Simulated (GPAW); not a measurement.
Pb: relaxation of cell and atoms with PBEsol

Pb:

```
Pb
1.0
     0.00000    2.47502    2.47502
     2.47502    0.00000    2.47502
     2.47502    2.47502    0.00000
Pb
1
Direct
  0.00000 0.00000 0.00000
```

```json
{"Program": "GPAW 26.7.0", "Task": "relaxation of cell and atoms", "Functional": "PBEsol", "Potentials or basis": "PAW data sets generated in the run's folder for this functional", "Cutoff": "600 eV", "Basis": "pw", "k mesh": "9 × 9 × 9", "Occupations": "fermi-dirac, width 0.05 eV", "Spin": "no spin polarisation", "Target pressure": "20 GPa", "Maxiter": "150", "Optimizer": "BFGS", "Fmax": "0.02 eV/Å", "Max steps": "60", "Convergence": "density=1e-05 forces=0.0001"}
```

```json
{
 "Relaxed volume": "23.60 Å³/atom",
 "Relaxed cell": "a = 3.220 Å, b = 3.220 Å, c = 3.220 Å, α = 60.00°, β = 60.00°, γ = 60.00°",
 "Space group after relaxing (to 0.05 Å)": "Fm-3m (No. 225)",
 "Energy change on relaxing (the enthalpy is what falls)": "+307.8 meV/atom",
 "Ionic steps": "5",
 "Pressure after relaxing": "20.0 GPa",
 "Band gap on the k mesh": "none (metal or under the smearing width)"
}
```

Step by step:
```
step  energy change (eV)  largest force (eV/Å)  pressure (GPa)  volume (Å³)
   1              0.0000                0.0000           -0.86        30.32
   2              0.1210                0.0000           10.68        25.60
   3              0.3738                0.0000           22.99        23.11
   4              0.3022                0.0000           19.73        23.65
   5              0.3078                0.0000           19.99        23.60
```

Final structure:
```
CELL_PARAMETERS angstrom
0.00000 2.27672 2.27672
2.27672 0.00000 2.27672
2.27672 2.27672 0.00000
ATOMIC_POSITIONS crystal
Pb 0.00000 0.00000 0.00000
```

Levels at points of the mesh, in eV from the Fermi level:
```csv
k point,band 5,band 6,band 7,band 8,band 9,band 10
"(0.00, 0.00, 0.00)",-16.93,-13.62,9.55,9.55,9.55,9.94
```

Wall time 44 s on 1 thread of Intel(R) Xeon(R) Platinum 8259CL CPU @ 2.50GHz (Skylake/Cascade Lake), with other jobs on the host, peak memory 0.17 GiB.

Caveat: later steps reuse the first step's grids; the volume moved by over 15 % at a fixed basis, so the end points are rough. The run has no spin-orbit coupling, so splittings on Pb are missing.
